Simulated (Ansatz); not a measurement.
Crystal: HfN.

```
Hf N
1.0
     2.82503    0.00000    0.00000
     0.00000    2.82503    0.00000
     0.00000    0.00000    2.82503
Hf N
1 1
Direct
  0.50000 0.50000 0.50000
  0.00000 0.00000 0.00000
```

The cell was built by a generator and needn't be a form met in nature.

Base run:

| Property | Result |
| --- | --- |
| Program | Ansatz 0.2.0 |
| Functional | LDA |
| Potentials or basis | Ansatz PAW |
| Cutoff | 420 eV |
| Density cutoff | 1680 eV |
| k mesh | 9 × 9 × 9 |
| Occupations | fermi-dirac, width 0.05 eV |
| Spin | no spin polarisation |
| Hubbard terms | Hf d U = 4 eV |

Its results: band gap on the k mesh none (metal or under the smearing width); pressure -8.5 GPa.

Q: The run is repeated on the same cell with these changes: functional from LDA to r2SCAN; cutoff from 420 eV to 500 eV; density cutoff from 1680 eV to 2000 eV. What comes out?

A: Band gap on the k mesh none (metal or under the smearing width); pressure 1.4 GPa.

Caveats: U without spin polarisation on a metal has little footing; the PAW data sets come from PBE, with cores solved anew for the run's functional, which leaves a small shift of forces and pressure.

Not every run made on this cell is shown here.
